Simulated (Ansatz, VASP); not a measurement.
BaTiO3 (Barioperovskite): VASP beside Ansatz

Contents of INCAR:

```
ALGO     = Normal         # electronic algorithm
EDIFF    = 1E-6           # SCF threshold, eV
ENCUT    = 520            # plane-wave cutoff, eV
GGA      = PS             # functional
ISIF     = 2              # what is computed and relaxed
ISMEAR   = -1             # smearing method
LASPH    = True           # aspherical terms in the spheres
LCHARG   = False          # write CHGCAR
LDAU     = True           # DFT+U
LDAUJ    = 0 0 0        
LDAUL    = -1 2 -1        # shell
LDAUPRINT= 1            
LDAUTYPE = 2            
LDAUU    = 0 3 0          # U, eV
LMAXMIX  = 4              # l up to which the mixer works
LREAL    = False          # projectors in reciprocal space
LWAVE    = False          # write WAVECAR
NBANDS   = 28             # bands
NELM     = 150            # most SCF steps
PREC     = Accurate       # precision mode
SIGMA    = 0.05           # smearing width, eV
```

KPOINTS

```
k-points
0
Gamma
  7 7 7
```

Contents of POSCAR:

```
BaTiO3
1.0
    3.9855000000      0.0000000000      0.0000000000
    0.0000000000      2.8369000000      2.8451500000
    0.0000000000     -2.8369000000      2.8451500000
Ba Ti O
1 1 3
Direct
    0.0000000000      0.0000000000      0.0000000000
    0.5000000000      0.5124000000      0.5124000000
    0.5000000000      0.9918400000      0.5052400000
    0.5000000000      0.5052400000      0.9918400000
    0.0000000000      0.4874000000      0.4874000000
```

The input input.yaml:

```yaml
crystal:
  lattice:
    - [3.9855, 0.0, 0.0]
    - [0.0, 2.8369, 2.84515]
    - [0.0, -2.8369, 2.84515]
  atoms:
    - { symbol: Ba, position: [0.0, 0.0, 0.0] }
    - { symbol: Ti, position: [0.5, 0.5124, 0.5124] }
    - { symbol: O, position: [0.5, 0.99184, 0.50524] }
    - { symbol: O, position: [0.5, 0.50524, 0.99184] }
    - { symbol: O, position: [0.0, 0.4874, 0.4874] }
hamiltonian:
  xc: pbesol
  pseudopotentials: { kind: paw }
  hubbard: { sites: [{ species: Ti, l: d, u_eff: 3.0 }] }
kpoints:
  mp_grid: { grid: [7, 7, 7] }
scf:
  occupations: { method: fermi_dirac, width: 0.05 }
  n_extra_bands: 12
output:
  forces: true
  stress: true
  eigenvalues: true
  dos: { projected: true, de: 0.05, nscf_kmesh: { grid: [11, 11, 11] } }
```

Alike in both runs: functional PBEsol; k mesh 7 × 7 × 7; occupations fermi-dirac, width 0.05 eV; no spin polarisation; Hubbard terms Ti d U = 3.0 eV.

|  | VASP | Ansatz |
| --- | --- | --- |
| version | VASP 6.6.1 | Ansatz 0.2.0 |
| potentials or method | VASP PAW PBE potentials, release 64 (Ba_sv, Ti_sv, O) | Ansatz PAW |
| plane-wave cutoff (eV) | 520 | 420 |
| valence electrons in the cell | 40 | 40 |
| task | single point | projected density of states |

```csv
,VASP,Ansatz,Ansatz less VASP
gap on the k mesh at the Fermi level (eV),2.21,2.25,+0.046
least direct gap on the mesh (eV),2.37,2.38,+0.012
pressure (GPa),0.3,-3.0,-3.26
largest component of the traceless stress (GPa),0.38,0.37,-0.009
rms of the force components (eV/Å),0.125,0.103,-0.0216
```

The programs project onto different local orbitals, so the same U acts differently. Atom by atom the forces differ by 0.106 eV/Å (rms over components).

Caveats: spin-orbit coupling is left out, which moves the levels of the heavy elements; the PAW data sets were made with another functional, which shifts forces and pressure a little (VASP); an odd mesh through Γ misses points on the zone boundary, where band edges often lie (VASP); odd divisions of the mesh miss points on the zone boundary, where band edges often lie, so the gap on the mesh can be too wide (Ansatz); the pressure holds a Pulay correction of +0.6 GPa for the finite cutoff (Ansatz); the PAW data sets come from PBE, with cores solved anew for the run's functional, which leaves a small shift of forces and pressure (Ansatz); the density of states is complete only up to the lowest level of the last band computed (Ansatz).
